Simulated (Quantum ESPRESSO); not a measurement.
AgCl (Chlorargyrite): dielectric tensor and Born charges under several settings

```
Ag Cl
1.0
     0.00000    2.73500    2.73500
     2.73500    0.00000    2.73500
     2.73500    2.73500    0.00000
Ag Cl
1 1
Direct
  0.00000 0.00000 0.00000
  0.50000 0.50000 0.50000
```

All runs used Quantum ESPRESSO 7.5; k mesh 6 × 6 × 6, shifted; given cell; no spin polarisation; occupations smeared at first, fixed for the response.

```tsv
level	potentials	cutoff (eV)	pressure (GPa)	ε∞ (diagonal)	Born charge of atom 1 (e)
LDA	PseudoDojo 0.4.1 SR LDA standard	1170	-3.8	5.62	1.44
PBE	PseudoDojo 0.4.1 SR PBE standard	1116	3.8	5.23	1.42
PBEsol	PseudoDojo 0.4.1 SR PBEsol standard	1116	-0.8	5.47	1.43
WC	PseudoDojo 0.4.1 SR PBE standard	1116	?	?	?
BLYP	PseudoDojo 0.4.1 SR PBE standard	1116	8.1	5.16	1.43
AM05	PseudoDojo 0.4.1 SR PBE standard	1116	0.3	5.37	1.43
```

Problem. What stands in the row left open?

Solution. Pressure -0.7 GPa; ε∞ 5.49; Born charge of atom 1 1.43 e.

Caveats: the cell is more than 3 GPa from zero pressure, which shifts response properties (some runs); the potentials were made for another functional, which shifts forces and pressure (some runs).

For the row left open. Caveat: the potentials were made for another functional, which shifts forces and pressure.
